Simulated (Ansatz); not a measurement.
# AlGaN$_{2}$ under strain

Method: DFT r2SCAN, scalar-relativistic, plane waves, PAW in Ansatz 0.2.0. (500 eV cutoff, 8×8×6 k-mesh, Gaussian smearing of 0.02 eV, no spin polarisation)

The relaxed crystal:

```
CELL_PARAMETERS angstrom
3.13853 0.00000 0.00000
0.00000 3.13853 0.00000
0.00000 0.00000 4.42236
ATOMIC_POSITIONS crystal
Al 0.50000 0.50000 0.50000
Ga 0.00000 0.00000 0.00000
N 0.50000 0.00000 0.73908
N 0.00000 0.50000 0.26092
```

Deformation: uniaxial strain along a, with the lengths of b and c and the atoms relaxed and the angles held, all within the symmetry that the strain leaves. Energies are extrapolated to zero smearing. Gaps are generalised Kohn–Sham gaps over the whole zone.

Q: Give the structure at -2.0 %.

A:
```
CELL_PARAMETERS angstrom
3.07576 0.00000 0.00000
0.00000 3.13207 0.00000
0.00000 0.00000 4.47396
ATOMIC_POSITIONS crystal
Al 0.50000 0.50000 0.50116
Ga 0.00000 0.00000 0.00144
N 0.50000 0.00000 0.73809
N 0.00000 0.50000 0.25932
```
Space group Pmm2 (25), 4.5 meV/atom over the relaxed crystal.